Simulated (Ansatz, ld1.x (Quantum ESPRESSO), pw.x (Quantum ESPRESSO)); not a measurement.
**carbon: does the TM potential hold in the solid?**

```
Element                 : carbon
Generator               : ld1.x (Quantum ESPRESSO) 7.5
Type                    : norm-conserving Troullier–Martins (Kleinman–Bylander form)
Functional              : PBE
Relativity              : scalar-relativistic
Frozen core             : [He]
Valence charge          : 4
Reference configuration : 2s2 2p2
Partial waves           : 2s (bound): rc 0.90 bohr; 2p (bound): rc 2.00 bohr; 3d channel at 0.5 Ry: rc 1.75 bohr
Local potential         : the d channel
Core correction         : none
```

Atomic tests: cutoffs needed: 40 Ry and 110 Ry (the cutoffs (Ry, on a coarse ladder) from which the occupation-weighted sum of valence levels, in a spherical-Bessel basis at the reference potential, stays within 10 and 1 mRy of its value at 400 Ry); ghost test: no extra level below or beside the all-electron valence levels (s, p, d, f tested) (spherical-Bessel basis up to 400 Ry, 20 bohr box); largest excitation error: +636 meV (all-electron minus pseudo) for 2s1 2p0, out of 7 test configurations.

Crystal test: fcc C in pw.x 7.5, no spin, 18³ k-points, Fermi–Dirac smearing 0.01 Ry, cutoffs 135/540 Ry. The reference is all-electron LAPW (Ansatz 0.2.0) with the same functional, mesh and smearing; V0 and B0 come from Birch–Murnaghan fits to the pressures at five volumes. Errors are pseudo minus all-electron; Δ is the rms difference of the E(V) curves that follow from these fits, minima aligned, over ±6 % about the mean V0. Mesh and smearing are coarse, so the numbers serve the comparison and aren't converged zero-temperature values; the lattice is a test structure that the element need not adopt.

All-electron: a0 = 3.083 Å (V0 = 7.33 Å³/atom), B0 = 151.8 GPa.

Question: How far does the potential miss the all-electron equation of state?

Answer: mean pressure error (GPa): +0.78; a0 (Å): 3.088; a0 error (%): +0.18; B0 error (%): -1.6; Δ (meV/atom): 1.3.

| V (Å³/atom) | P all-electron (GPa) | P pseudo (GPa) |
| --- | --- | --- |
| 7.083 | 5.44 | 6.25 |
| 7.270 | 1.19 | 1.99 |
| 7.456 | -2.58 | -1.80 |
| 7.642 | -5.94 | -5.17 |
| 7.829 | -8.92 | -8.17 |

Question: At the middle volume, how do free energy and pressure move when the wave cutoff is lowered (ecutrho kept at four times it)?

Answer:

```csv
cutoff (Ry),shift of F (meV/atom),shift of P (GPa)
61,+96.1,-2.46
81,+37.5,-2.99
108,+2.1,-0.50
```

Input at the middle volume:

```
&control
  calculation='scf', prefix='x', pseudo_dir='./', outdir='./tmp', tstress=.true., disk_io='none'
/
&system
  ibrav=0, nat=1, ntyp=1, ecutwfc=135, ecutrho=540, nbnd=9,
  occupations='smearing', smearing='fd', degauss=0.01
/
&electrons
  conv_thr=1e-09, mixing_beta=0.4, electron_maxstep=70
/
ATOMIC_SPECIES
C 1.0 C.UPF
CELL_PARAMETERS angstrom
  0.00000000 1.55057211 1.55057211
  1.55057211 0.00000000 1.55057211
  1.55057211 1.55057211 0.00000000
ATOMIC_POSITIONS crystal
C 0.0000 0.0000 0.0000
K_POINTS automatic
18 18 18 0 0 0
```

```bash
pw.x < C.scf.in > C.scf.out
```

Lines of the output:

```
Message from routine setup:
     using ibrav=0 with symmetry is DISCOURAGED, use correct ibrav instead
     lattice parameter (alat)  =       4.1439  a.u.
     unit-cell volume          =      50.3156 (a.u.)^3
     number of electrons       =         4.00
     number of Kohn-Sham states=            9
     kinetic-energy cutoff     =     135.0000  Ry
     charge density cutoff     =     540.0000  Ry
     scf convergence threshold =      1.0E-09
     Exchange-correlation= PBE
     number of k points=   195  Fermi-Dirac smearing, width (Ry)=  0.0100
     iteration #  1     ecut=   135.00 Ry     beta= 0.40
     total energy              =     -11.02840948 Ry
     estimated scf accuracy    <       0.00059473 Ry
     iteration #  2     ecut=   135.00 Ry     beta= 0.40
     total energy              =     -11.02842630 Ry
     estimated scf accuracy    <       0.00018754 Ry
     iteration #  3     ecut=   135.00 Ry     beta= 0.40
     total energy              =     -11.02843671 Ry
     estimated scf accuracy    <       0.00000285 Ry
     iteration #  4     ecut=   135.00 Ry     beta= 0.40
     total energy              =     -11.02843685 Ry
     estimated scf accuracy    <          2.3E-09 Ry
     iteration #  5     ecut=   135.00 Ry     beta= 0.40
     the Fermi energy is    10.1471 ev
!    total energy              =     -11.02843685 Ry
     estimated scf accuracy    <          3.7E-10 Ry
     smearing contrib. (-TS)   =      -0.00172274 Ry
     The total energy is F=E-TS. E is the sum of the following terms:
     one-electron contribution =       4.27396712 Ry
     hartree contribution      =       0.39011908 Ry
     xc contribution           =      -3.17307472 Ry
     ewald contribution        =     -12.51772560 Ry
     convergence has been achieved in   5 iterations
          total   stress  (Ry/bohr**3)                   (kbar)     P=      -18.01
     Message from routine punch:
     Nothing written, as per user request (disk_io='none')
```

The run at the middle volume (195 k-points, 5 iterations) took about 23 s on one core of a shared host (Neoverse-N1, 64 threads, 124 GiB, load 59).
